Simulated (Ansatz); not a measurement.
α-phase Li3N, treated with HSE06 in Ansatz (plane waves, PAW).

Run with plane-wave cutoff 460 eV, 9×9×8 k mesh (along the axes of the cell as run), Fermi–Dirac smearing 0.01 eV, scalar-relativistic PAW data made under PBE.

Cell (relaxed at this level):

```cif
data_Li3N
_chemical_formula_sum 'Li3 N1'
_space_group_name_H-M_alt 'P 1'
_space_group_IT_number 1
_cell_length_a 3.59462
_cell_length_b 3.59462
_cell_length_c 3.84006
_cell_angle_alpha 90.000
_cell_angle_beta 90.000
_cell_angle_gamma 120.000
loop_
_space_group_symop_operation_xyz
  'x, y, z'
loop_
_atom_site_label
_atom_site_type_symbol
_atom_site_fract_x
_atom_site_fract_y
_atom_site_fract_z
_atom_site_occupancy
Li1 Li 0.33333 0.66667 0.00000 1
Li2 Li 0.66667 0.33333 0.00000 1
Li3 Li 0.00000 0.00000 0.50000 1
N1 N 0.00000 0.00000 0.00000 1
```

Task: Give the computed band gap.

Result: 
- band gap: 2.04 eV (on the SCF k mesh)

Measured, for comparison: band gap 2.15 eV (4 K, zero-point motion not removed, indirect, optical absorption, E parallel c; as tabulated in Brendecke and Bludau (1979), doi:10.1063/1.326533).

The computed numbers hold no vibrational or temperature effects.

Computing time: about 18 core-minutes (a rough figure).

Ansatz is a program for electronic structure.
